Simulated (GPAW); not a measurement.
Write an ASE script for GPAW 26.7.0 that does the following.

- Task: band structure
- Functional: PBE
- Potentials or basis: JTH PAW 2.0, PBE
- Cutoff: 600 eV
- Basis: pw
- k mesh: 9 × 9 × 9
- Occupations: fermi-dirac, width 0.05 eV
- Spin: no spin polarisation
- Maxiter: 150
- Band path: GXWKGLUWLK,UX
- Band points: 100
- Data set: Pb jth

The structure of Pb lies in Pb.xyz:

```xyz
1
Lattice="0.0000000000 2.4750200000 2.4750200000 2.4750200000 0.0000000000 2.4750200000 2.4750200000 2.4750200000 0.0000000000" Properties=species:S:1:pos:R:3 pbc="T T T"
Pb     0.0000000000      0.0000000000      0.0000000000
```

One way to write it, as run:

run.py

```python
from ase.dft.bandgap import bandgap
from ase.io import read, write
from ase.units import GPa
from gpaw import GPAW, PW, setup_paths

setup_paths.insert(0, '.')

atoms = read('Pb.xyz')

calc = GPAW(mode=PW(600),
            xc='PBE',
            kpts={'size': (9, 9, 9), 'gamma': True},
            occupations={'name': 'fermi-dirac', 'width': 0.05},
            setups={'Pb': 'jth'},
            nbands=-7,
            convergence={'density': 1e-05, 'energy': 1e-05},
            maxiter=150,
            txt='gpaw.txt')
atoms.calc = calc
energy = atoms.get_potential_energy()
forces = atoms.get_forces()
stress = atoms.get_stress()
calc.write('gs.gpw')
write('result.traj', atoms)
print(f'Energy: {energy:.6f} eV')
print('Forces (eV/A):')
print(forces.round(4))
print('Stress (GPa):', (stress / GPa).round(3))
print('Fermi level:', round(calc.get_fermi_level(), 4), 'eV')
print(f'Gap: {bandgap(calc)[0]:.4f} eV, direct: {bandgap(calc, direct=True)[0]:.4f} eV')

path = atoms.cell.bandpath('GXWKGLUWLK,UX', npoints=100, eps=1e-4)
bs_calc = calc.fixed_density(kpts=path, symmetry='off', nbands=-16,
                             convergence={'bands': 'CBM+6.0', 'eigenstates': 1e-6}, txt='bands.txt')
bs = bs_calc.band_structure()
bs.write('bs.json')
print(f'Gap on the path: {bandgap(bs_calc)[0]:.4f} eV')
```

Potentials or basis: JTH PAW 2.0, PBE, pw.

Run with:

```sh
$ OMP_NUM_THREADS=1 python run.py
```

Results of the run:

```
Pressure                : 2.3 GPa
Band gap along the path : none (metal or under the smearing width)
```

Caveat: the program truncates these outside data sets; spin-orbit coupling is left out, which moves the levels of the heavy elements.

Run time: 21 s on 1 thread of Arm Neoverse V2 (shared host), peak memory 0.21 GiB.
